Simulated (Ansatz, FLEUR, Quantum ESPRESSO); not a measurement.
One calculation of TePb, 5 ways

```
Pb Te
1.0
     0.00000    3.23100    3.23100
     3.23100    0.00000    3.23100
     3.23100    3.23100    0.00000
Pb Te
1 1
Direct
  0.00000 0.00000 0.00000
  0.50000 0.50000 0.50000
```

Alike in all runs: task equation of state; functional PBEsol; k mesh 7 × 7 × 7; occupations fermi-dirac, width 0.05 eV; no spin polarisation; no spin-orbit coupling.

```
                               program and potentials  plane-wave cutoff (eV)  notes  equilibrium volume (Å³/atom)  bulk modulus (GPa)
                            Ansatz, PseudoDojo PBEsol                    1120      -                         33.35                44.9
                  Ansatz, PseudoDojo PBEsol stringent                    1388      -                         33.43                44.7
                           FLEUR, all-electron, FLAPW                       -      -                         33.44                44.8
Quantum ESPRESSO, PseudoDojo 0.4.1 SR PBEsol standard                    1088      -                         33.44                44.9
       Ansatz, all-electron LAPW, scalar-relativistic                       -      -                         33.42                44.8
```

The equilibrium volume spans 33.35 (Ansatz, PseudoDojo PBEsol) to 33.44 Å³/atom (Quantum ESPRESSO, PseudoDojo 0.4.1 SR PBEsol standard), with all-electron results at 33.42 to 33.44. The bulk modulus spans 44.7 (Ansatz, PseudoDojo PBEsol stringent) to 44.9 GPa (Quantum ESPRESSO, PseudoDojo 0.4.1 SR PBEsol standard), with all-electron results at 44.8.

The functional is the same throughout but for its coding, so the spread measures potentials, basis and numerics; runs on potential files found faulty are left out.
